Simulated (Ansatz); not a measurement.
**Bands, cutoff and cost in G0W0 for MoS2 (2H monolayer)**

Aim: see how the G0W0 gap of MoS2 (2H monolayer) on PBE moves with empty bands and screening cutoff, and what each rung costs.

Main program and level: Ansatz 0.2.0; G0W0 on PBE, plane waves, PAW.

### 1. Starting point

The cell holds 3 atoms: 1 Mo and 2 S. Its edges and angles: a = 3.154 Å, b = 3.154 Å, c = 29.500 Å, α = 90.0°, β = 90.0°, γ = 120.0°. Vacuum lies along c.

The structure was relaxed with PBE-D3(BJ). The runs that relaxed it are not among those shown. The default PAW set here is soft_2. Its files were made with PBE. The Coulomb interaction is cut off across the vacuum.

### 2. 135 empty bands, screening to 38 eV

Now the one-shot GW correction: screening in the RPA, then the self-energy of the levels asked for.

Contents of input.yaml:

```yaml
crystal:
  lattice:
    - [3.1539850766, 0.0, 0.0]
    - [-1.5769925383, 2.7314311995, 0.0]
    - [0.0, 0.0, 29.5]
  atoms:
    - { symbol: Mo, position: [0.3333333333, 0.6666666667, 0.5] }
    - { symbol: S, position: [0.6666666667, 0.3333333333, 0.553136382] }
    - { symbol: S, position: [0.6666666667, 0.3333333333, 0.446863618] }
  periodic: [true, true, false]
kpoints:
  mp_grid: { grid: [9, 9, 1] }
hamiltonian:
  xc: pbe
scf:
  occupations: { method: fixed }
gw:
  n_empty_bands: 135
  ecut_chi: 38
  qp_bands: [v2, c2]
  qp_kpoints: band_edges
  screening: { model: contour_deformation }
```

On the command line:

```bash
> ansatz run input.yaml --threads 3 --pin off --max-ram 92160MiB --backend cuda --events-out ev --progress --plain --runs-dir out --devices 1 --max-vram 13GiB  # rebuilt from the run's record
```

Numbers of over 12 decimals in the logs are rounded to 6 here.

Output:

```text
GPUs: using 1 of 1 available (devices: 1).
Engine: ansatz 0.2.0, x86_64-unknown-linux-gnu
Pseudopotentials: kind: paw
Pseudopotential: Mo, paw, valence charge 14, recommended cutoff 420 eV (normal), Mo.paw.azcp
Pseudopotential: S, paw, valence charge 6, recommended cutoff 420 eV (normal), S.paw.azcp
Functional definition: PBE
  parameter kappa = 0.804
  parameter beta = 0.066725
  exchange = pbe_x(kappa = kappa, mu = beta*pi^2/3)
  correlation = pbe_c(beta = beta)
device memory: the entry about to start is reckoned to put 1.1 GiB on a device that reports 39.0 GiB free (of which the cap on the GPU budget leaves the run 13.0 GiB)
GPU FFT provider: cuFFT
GPU libraries: cuBLAS 13.8.2, cuFFT 12.4.0, cuSOLVER 12.3.4
Crystal: 3 atoms, lattice volume = 254.139 Å³
Basis set: ecut = 420 eV, 4935 PW (Γ)
Bands: 17, of which v1, the nominal top of the filled ones, is band 13 counted from 1 (12 counted from 0)
Symmetry: 12 space group operations
Space group: P-6m2 (ITA 187), of the structure as read, at distance tolerance 6.3e-5 Å
k-points: 12 of 81 (time reversal used)
Non-local potential: Mo, projectors of the file, l = 0: 3, l = 1: 2, l = 2: 2, l = 3: 1
Non-local potential: S, projectors of the file, l = 0: 2, l = 1: 2, l = 2: 2
PAW form: soft (Blöchl's): semilocal exchange-correlation on the pseudo side does not see the compensation charge
PAW one-centre angular grid: Mo, 590 points (default); XC on 64 Gauss nodes
PAW one-centre angular grid: S, 110 points (default); XC on 64 Gauss nodes
Initial density: superposition of atomic densities (neutral atoms: chi_scale 0, normalization atom), corrected by the library's trained network
Initial wavefunctions: pseudopotential atomic-orbital guess
GPU buffer pool allocated for 115200 grid points (all kernels)
GPU transforms: local potential and band sums: pruned to the plane-wave sphere, on 24×24×200
Functional: x = pbe(κ = 0.804, μ = 0.219515), c = pbe(β = 0.066725)
SCF iter   1: F=—  HF=-6762.797440 eV  |F-HF|=—  |Δ(HF+E_count)|=         —  Δρ=2.54e-3  dr2=5.92e-3  ethr=1.77e-3  ⟨swp⟩=7.8  Hψ=1417  notcnv=0  defer=24
preconditioner: auto → none  [insulator: Δε(μ)=1.778 eV  Ē_g=8.112 eV  n_scr=16 (ndim 8)  ℏωp=9.9 eV  f_vac=0.761  ε∞_Penn≈2.5]
SCF iter   2: F=—  HF=-6762.805400 eV  |F-HF|=—  |Δ(HF+E_count)|=   7.96e-3  Δρ=1.73e-3  dr2=1.14e-2  ethr=2.28e-5  ⟨swp⟩=4.7  Hψ=679  notcnv=0  defer=24
SCF iter   3: F=—  HF=-6762.806410 eV  |F-HF|=—  |Δ(HF+E_count)|=   1.01e-3  Δρ=1.36e-3  dr2=8.50e-3  ethr=2.28e-5  ⟨swp⟩=4.7  Hψ=479  notcnv=0  defer=24
SCF iter   4: F=—  HF=-6762.806675 eV  |F-HF|=—  |Δ(HF+E_count)|=   2.65e-4  Δρ=5.14e-4  dr2=9.75e-4  ethr=2.28e-5  ⟨swp⟩=2.3  Hψ=256  notcnv=0  defer=24
SCF iter   5: F=—  HF=-6762.806869 eV  |F-HF|=—  |Δ(HF+E_count)|=   1.94e-4  Δρ=8.19e-5  dr2=5.99e-6  ethr=3.75e-6  ⟨swp⟩=3.0  Hψ=400  notcnv=0  defer=24
SCF iter   6: F=—  HF=-6762.806886 eV  |F-HF|=—  |Δ(HF+E_count)|=   1.74e-5  Δρ=2.46e-5  dr2=5.43e-6  ethr=2.30e-8  ⟨swp⟩=3.5  Hψ=495  notcnv=0  defer=24
SCF iter   7: F=—  HF=-6762.806886 eV  |F-HF|=—  |Δ(HF+E_count)|=   5.88e-7  Δρ=7.75e-6  dr2=1.77e-7  ethr=2.09e-8  ⟨swp⟩=2.6  Hψ=305  notcnv=0  defer=24
SCF iter   8: F=-6762.806886 eV  HF=-6762.806886 eV  |F-HF|=1.69e-8  |Δ(HF+E_count)|=   5.33e-8  Δρ=2.54e-6  dr2=2.60e-8  ethr=3.85e-10  ⟨swp⟩=11.6  Hψ=1266  notcnv=0
SCF 1 converged in 8 iterations: F = -6762.806886 eV  dr2 = 2.60e-8
  greatest PAW one-centre occupation: 0.998 electrons in one spin orbital (limit 2), on the Mo atom at site 0 (counted from 0), in its partial waves of l = 0
device memory: the entry about to start is reckoned to put 1.2 GiB (of the 1.3 GiB reckoned in all, the device holds 0.1 GiB already) on a device that reports 36.6 GiB free (of which the cap on the GPU budget leaves the run 12.9 GiB)
NSCF: frozen V_eff on 12 k-points, pencils in batches of 32, up to order 68
the band table was solved once the SCF had ended and its energy, with any forces and stress, was formed, with the checks that follow a solve (1867 applications of the Hamiltonian). They found nothing against the state; the energy, forces and stress were not computed again (output.eigenvalues in the input reference)
device memory: the entry about to start is reckoned to put 4.4 GiB on a device that reports 44.0 GiB free (of which the cap on the GPU budget leaves the run 13.0 GiB)
NSCF: frozen V_eff on 12 k-points
G₀W₀ screening: q 1/12
[... further progress lines ...]
device memory: the entry about to start is reckoned to put 0.6 GiB on a device that reports 35.3 GiB free (of which the cap on the GPU budget leaves the run 13.0 GiB)
NSCF: frozen V_eff on 1 k-points
SCF converged after 8 iterations
Free energy (F): -6762.806886 eV
Harris-Foulkes:  -6762.806886 eV  (|F-HF|=1.69e-8)
Internal energy: -6762.806886 eV  (E = F + TS)
E sigma→0 (E₀):  -6762.806886 eV
Fermi energy:    -5.920078 eV
--- Per-component energies (eV) ---
  E_band       = -575.823760
  E_kinetic    = 656.242940
  E_local      = -43989.732538  (includes V_loc(G=0)·N_el)
  E_nonlocal   = 199.138782
  E_hartree    = 21558.449609
  E_xc         = -378.539284
  E_vxc        = -405.024602  (∫ρ·V_xc dr)
  E_paw        = -4401.550414  (= ΣΔE_a)
  E_vpaw       = -153.365967  (= ΣTr[D̂ρ^β])
  E_aug_tail   = 0.000040  (compensation charges beyond the density's cutoff)
  E_ewald      = 19593.183980
  E_smearing   = -0.000000  (= −TS)
  E_closure    = -0.000000  (closes the sum)
  Σ components = -6762.806886   (vs F -6762.806886, Δ=0.00e0)
--- Band table (eV; the first three rows and the last of 12) ---
  k-point 0: bands = [... 9 lower, -7.7730, -7.3682, -7.3682, -6.0020, -3.0806, -3.0806, -2.8444, -2.8444]
  k-point 1: bands = [... 9 lower, -8.2986, -7.6535, -7.0116, -6.0899, -3.3121, -3.2756, -3.0460, -2.7733]
  k-point 2: bands = [... 9 lower, -8.2327, -7.7917, -7.1659, -6.5319, -3.7531, -3.4277, -3.0977, -2.1897]
  k-point 11: bands = [... 9 lower, -9.4708, -8.8376, -8.1193, -5.9201, -4.1430, -2.8845, -2.3042, -0.9170]
--- G₀W₀: contour deformation, 6 samples at zero and on the imaginary axis and 2 off it, 81 q-points, 135 empty bands' worth ---
  eigenvalues of the whole cell's RPA ε∞ on this k-mesh (on a slab, of 1 + 4πα/V) = 1.1677, 3.9028, 3.9028; static W/v taken at q = 0 is 0.472602
  bands read: the sum over 148 bands ends inside a degenerate multiplet in 1 slot, whose members it reads at an even weight; the widest, k=0: bands 148 to 149 (counted from 1) at 1/2 each
  gw.qp_kpoints: band_edges: 12 of 12 stored k-points solved, in 1 pass; an edge of the gap read off the rows below is read off those points alone
    ik  band        ε_KS         Σx   Σc(E_QP)       V_xc       Z   E_QP_lin       E_QP  E_QP is
     0    12     -7.3682   -20.2668     1.9042   -18.6751  0.7279    -7.0579    -7.0556  root
     0    13     -6.0020   -18.5847     1.2440   -17.5846  0.7283    -5.7593    -5.7581  root
     0    14     -3.0806   -13.7226    -3.6181   -18.4666  0.7302    -1.9089    -1.9547  root
     0    15     -3.0806   -13.7226    -3.6181   -18.4666  0.7302    -1.9089    -1.9547  root
     1    12     -7.0116   -18.4758     2.3135   -16.1736  0.7321    -7.0004    -7.0004  root
     1    13     -6.0899   -18.9093     1.3076   -17.8682  0.7272    -5.8248    -5.8234  root
     1    14     -3.3121   -13.4002    -3.4749   -17.8937  0.7245    -2.2534    -2.2934  root
     1    15     -3.2756   -13.7554    -3.6867   -18.5739  0.7354    -2.0999    -2.1437  root
     2    12     -7.1659   -18.0182     2.5966   -15.3202  0.7270    -7.2676    -7.2673  root
     2    13     -6.5319   -19.2789     1.5108   -18.0469  0.7225    -6.2549    -6.2531  root
     2    14     -3.7531   -13.2599    -3.4355   -17.6966  0.7310    -2.7185    -2.7518  root
     2    15     -3.4277   -14.4531    -3.4731   -19.0262  0.7222    -2.2816    -2.3277  root
     3    12     -7.2129   -19.5389     2.3404   -17.3500  0.7247    -7.0620    -7.0614  root
     3    13     -6.9203   -18.7999     1.6503   -17.3598  0.7207    -6.7112    -6.7101  root
     3    14     -3.6369   -15.4165    -3.6414   -20.2402  0.7219    -2.4028    -2.4547  root
     3    15     -3.5671   -14.1334    -3.7215   -18.9336  0.7232    -2.4448    -2.4885  root
     4    12     -6.8669   -18.9376     2.3104   -16.7180  0.7321    -6.7763    -6.7761  root
     4    13     -6.6475   -18.1581     1.6319   -16.6420  0.7313    -6.5320    -6.5317  root
     4    14     -3.5935   -16.5088    -3.9324   -21.7138  0.7169    -2.2560    -2.3209  root
     4    15     -3.1608   -15.3887    -4.1607   -20.7132  0.7091    -1.9308    -1.9970  root
     5    12     -6.8454   -18.3138     2.4434   -15.8347  0.7336    -6.8812    -6.8811  root
     5    13     -6.3621   -19.3353     1.4512   -18.1742  0.7240    -6.0739    -6.0721  root
     5    14     -3.7374   -13.2102    -3.3501   -17.5536  0.7316    -2.7116    -2.7441  root
     5    15     -3.3903   -13.8220    -3.8207   -18.7928  0.7384    -2.1959    -2.2402  root
[...]
10    12     -7.8275   -19.3017     2.9302   -16.3501  0.7081    -7.8490    -7.8490  root
    10    13     -6.2140   -19.2058     1.1102   -18.4472  0.7289    -5.8648    -5.8624  root
    10    14     -3.7925   -16.0298    -3.4552   -20.6614  0.7226    -2.5658    -2.6162  root
    10    15     -2.7114   -15.3667    -4.3662   -20.8857  0.7023    -1.4778    -1.5587  root
    11    12     -8.1193   -19.9215     3.0734   -16.8731  0.6952    -8.0943    -8.0943  root
    11    13     -5.9201   -19.2579     0.8025   -18.8632  0.7309    -5.5151    -5.5123  root
    11    14     -4.1430   -16.2064    -3.1934   -20.5806  0.7288    -2.9191    -2.9623  root
    11    15     -2.8845   -12.6504    -4.0294   -17.7782  0.7304    -1.7409    -1.7861  root
```

Run time: 23 s. Hardware: 1 × NVIDIA H100 80GB HBM3 (shared by 6 runs) with 3 threads of AMD EPYC 7R13 (Zen 3), shared host; peak memory 1.3 GiB; 38 s of CPU time.

This step gave:

```
bands summed                                 : 148
plane waves in the screening matrix          : 155
q-points in the mesh                         : 81
G0W0 gap on the mesh                         : 2.550 eV
k of the valence top                         : 0.3333, 0.3333, 0
k of the conduction bottom                   : 0.3333, 0.3333, 0
starting gap on the mesh                     : 1.777 eV
Z at the valence top                         : 0.7309
Z at the conduction bottom                   : 0.7288
least direct G0W0 gap on the computed points : 2.550 eV
```

The gap on the mesh goes from 1.78 eV to 2.55 eV, a correction of +0.77 eV. Between the two edge states, bare exchange in place of the xc potential would open the gap by 4.77 eV, and correlation takes back 4.00 eV.

### 3. 337 empty bands, screening to 70 eV

Bands and screening cutoff are moved together, since each hides the error of the other.

input.yaml, as its differences from that of step 2:

```diff
@@ -16,5 +16,6 @@
   occupations: { method: fixed }
+  convergence: { dr2_threshold: 1.0e-10 }
 gw:
-  n_empty_bands: 135
-  ecut_chi: 38
+  n_empty_bands: 337
+  ecut_chi: 70.0
   qp_bands: [v2, c2]
```

Output:

```text
GPUs: using 1 of 1 available (devices: 1).
[...]
GPU FFT provider: cuFFT
GPU libraries: cuBLAS 13.8.2, cuFFT 12.4.0, cuSOLVER 12.3.4
Crystal: 3 atoms, lattice volume = 254.139 Å³
Basis set: ecut = 420 eV, 4935 PW (Γ)
Bands: 17, of which v1, the nominal top of the filled ones, is band 13 counted from 1 (12 counted from 0)
[... 1 set-up line as in the run before ...]
[...]
k-points: 12 of 81 (time reversal used)
[...]
GPU buffer pool allocated for 115200 grid points (all kernels)
[...]
SCF iter   1: F=—  HF=-6762.797440 eV  |F-HF|=—  |Δ(HF+E_count)|=         —  Δρ=2.54e-3  dr2=5.92e-3  ethr=1.77e-3  ⟨swp⟩=7.8  Hψ=1417  notcnv=0  defer=24
[...]
SCF iter  11: F=-6762.806886 eV  HF=-6762.806886 eV  |F-HF|=0.00e0  |Δ(HF+E_count)|=  1.00e-11  Δρ=3.57e-8  dr2=4.26e-12  ethr=1.00e-12  ⟨swp⟩=10.3  Hψ=1151  notcnv=0
SCF 1 converged in 11 iterations: F = -6762.806886 eV  dr2 = 4.26e-12
[...]
NSCF: frozen V_eff on 12 k-points, pencils in batches of 32, up to order 68
[...]
NSCF: frozen V_eff on 12 k-points
G₀W₀ screening: q 1/12
[... further progress lines ...]
[...]
SCF converged after 11 iterations
Free energy (F): -6762.806886 eV
[...]
Internal energy: -6762.806886 eV  (E = F + TS)
E sigma→0 (E₀):  -6762.806886 eV
Fermi energy:    -5.920219 eV
[...]
--- Band table (eV; the first three rows and the last of 12) ---
  k-point 0: bands = [... 9 lower, -7.7731, -7.3684, -7.3684, -6.0021, -3.0807, -3.0807, -2.8445, -2.8445]
  k-point 1: bands = [... 9 lower, -8.2988, -7.6536, -7.0117, -6.0900, -3.3122, -3.2757, -3.0461, -2.7734]
  k-point 2: bands = [... 9 lower, -8.2328, -7.7918, -7.1660, -6.5320, -3.7532, -3.4279, -3.0978, -2.1898]
  k-point 11: bands = [... 9 lower, -9.4709, -8.8376, -8.1194, -5.9202, -4.1432, -2.8846, -2.3043, -0.9171]
[...]
0    12     -7.3684   -20.2668     1.5751   -18.6752  0.7202    -7.3849    -7.3849  root
     0    13     -6.0021   -18.5847     0.9410   -17.5846  0.7214    -6.0612    -6.0611  root
     0    14     -3.0807   -13.7226    -3.9477   -18.4666  0.7222    -2.2644    -2.2844  root
     0    15     -3.0807   -13.7226    -3.9477   -18.4666  0.7222    -2.2644    -2.2844  root
     1    12     -7.0117   -18.4758     2.0247   -16.1735  0.7250    -7.2912    -7.2892  root
     1    13     -6.0900   -18.9093     0.9979   -17.8682  0.7201    -6.1332    -6.1332  root
     1    14     -3.3122   -13.4002    -3.7833   -17.8937  0.7164    -2.5850    -2.6019  root
     1    15     -3.2757   -13.7554    -4.0052   -18.5739  0.7280    -2.4425    -2.4624  root
[...]
11    12     -8.1194   -19.9215     2.8036   -16.8732  0.6885    -8.3666    -8.3641  root
    11    13     -5.9202   -19.2579     0.4628   -18.8632  0.7237    -5.8521    -5.8520  root
    11    14     -4.1432   -16.2064    -3.5494   -20.5806  0.7208    -3.3004    -3.3184  root
    11    15     -2.8846   -12.6504    -4.3193   -17.7782  0.7240    -2.0542    -2.0761  root
```

The job ended after 97 s (1 × NVIDIA H100 80GB HBM3 (shared by 6 runs) with 3 threads; peak memory 1.7 GiB).

This step gave:

```
bands summed                                 : 350
plane waves in the screening matrix          : 329
q-points in the mesh                         : 81
G0W0 gap on the mesh                         : 2.534 eV
k of the valence top                         : 0.3333, 0.3333, 0
k of the conduction bottom                   : 0.3333, 0.3333, 0
starting gap on the mesh                     : 1.777 eV
Z at the valence top                         : 0.7237
Z at the conduction bottom                   : 0.7208
least direct G0W0 gap on the computed points : 2.534 eV
```

Against the run with 9×9×1 mesh, 135 empty bands, screening to 38 eV, the gap moves by −0.016 eV.

### 4. The runs together

Times are wall times on 1 × NVIDIA H100 80GB HBM3 (shared by 6 runs) with 3 threads of AMD EPYC 7R13 (Zen 3), shared host, good to a factor of about two.

```
 mesh        files            frequency  bands summed  cutoff (eV)  start (eV)  G0W0 (eV)  time  host memory (GiB)
9×9×1  default PAW  contour deformation           148           38       1.777      2.550  23 s                1.3
9×9×1  default PAW  contour deformation           350           70       1.777      2.534  97 s                1.7
```

How the two edges are built up, in eV (the quasiparticle level is the starting level plus Σx plus Σc less Vxc):

```
      run               edge  start      Σx     Σc     Vxc     Z     QP
148 bands        valence top  -5.92  -19.26   0.80  -18.86  0.73  -5.51
148 bands  conduction bottom  -4.14  -16.21  -3.19  -20.58  0.73  -2.96
350 bands        valence top  -5.92  -19.26   0.46  -18.86  0.72  -5.85
350 bands  conduction bottom  -4.14  -16.21  -3.55  -20.58  0.72  -3.32
```

### 5. Outcome

```
148 bands, 38 eV                    : 2.550 eV
350 bands, 70 eV                    : 2.534 eV
estimated limit in bands and cutoff : 2.52 eV
mesh and start                      : 9×9×1, PBE
```

What this shows: A line in one over the bands through the two rungs gives 2.52 eV, −0.01 eV from the top rung; with two points alone it is an unchecked estimate. The rungs stand 0.03 eV (148 bands) and 0.01 eV (350 bands) from it. From 148 to 350 bands the gap moves by −0.02 eV while the time grows 4.3-fold. Σc changes by −0.34 eV at the valence top and −0.36 eV at the conduction bottom, so the levels themselves move more than the gap between them. The mesh in the plane is coarse for a sheet; gap and any exciton binding can still move on denser ones. The many-body steps are scalar-relativistic: spin-orbit coupling is not in them.

[Paths, hosts, dates, memory and timing lines, banners, echoed tables and standing remarks are left out of the program output.]

[Logs are printed without paths, hosts, clocks, repeated set-up lines and the standing remarks that a program may print on its own settings, such as how far it seeks lower states.]

[Runs of the session that timed out or met a known fault of the program may be left out.]

[Cells called generated may have been cut or substituted from an entry of the Crystallography Open Database or the Materials Project.]

[Hosts, paths, dates, database ids (printed as entryN), source tags and the programs' standing remarks are cut or masked in the printed files.]
